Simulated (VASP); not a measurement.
Set up this calculation in VASP 6.6.1, as the native input.

```yaml
Task: single point
Functional: LDA
Potentials_or_basis: VASP PAW LDA potentials, release 64 (Ge_d)
Cutoff: 520 eV
k_mesh: 9 × 9 × 9
Occupations: fermi-dirac, width 0.05 eV
Spin: no spin polarisation
Dipole_correction: no
Further_INCAR_settings: ALGO = Fast; EDIFF = 1e-07; NBANDS = 21
```

The structure of Ge lies in POSCAR:

```
Ge
1.0
   -2.4958980000      2.6508630000      1.4369470000
    2.4958980000     -2.6508630000      1.4369470000
    2.4958980000      2.6508630000     -1.4369470000
Ge
2
Direct
    0.6693361245      0.9313309858      0.7604205693
    0.3360383655      0.0982532842      0.2601769507
```

This isn't the form of Ge at room conditions, which is diamond.

The cell isn't the ideal one: atoms shaken by about 0.25 Å, then relaxed in the fixed cell.

The input as run:

INCAR

```
ALGO = Fast
EDIFF = 1E-7
ENCUT = 520
GGA = CA
ISIF = 2
ISMEAR = -1
LASPH = True
LCHARG = True
LELF = True
LREAL = False
LVHAR = True
LWAVE = False
NBANDS = 21
NELM = 100
PREC = Accurate
SIGMA = 0.05
```

KPOINTS

```
k-points
0
Gamma
  9 9 9
```

Potentials or basis: VASP PAW LDA potentials, release 64 (Ge_d).

Run with:

```sh
$ cat potpaw_LDA.64/Ge_d/POTCAR > POTCAR
$ mpirun -np 1 vasp_std > vasp.out
```

It gave:

| Property | Result |
| --- | --- |
| Pressure | -4.1 GPa |
| Largest force | 0.003 eV/Å |
| Band gap on the k mesh | none (metal or under the smearing width) |

Wall time 4.9 min on 1 thread of AMD EPYC 7R43 64-Core Processor (Zen 3), with other jobs on the host, peak memory 0.29 GiB.
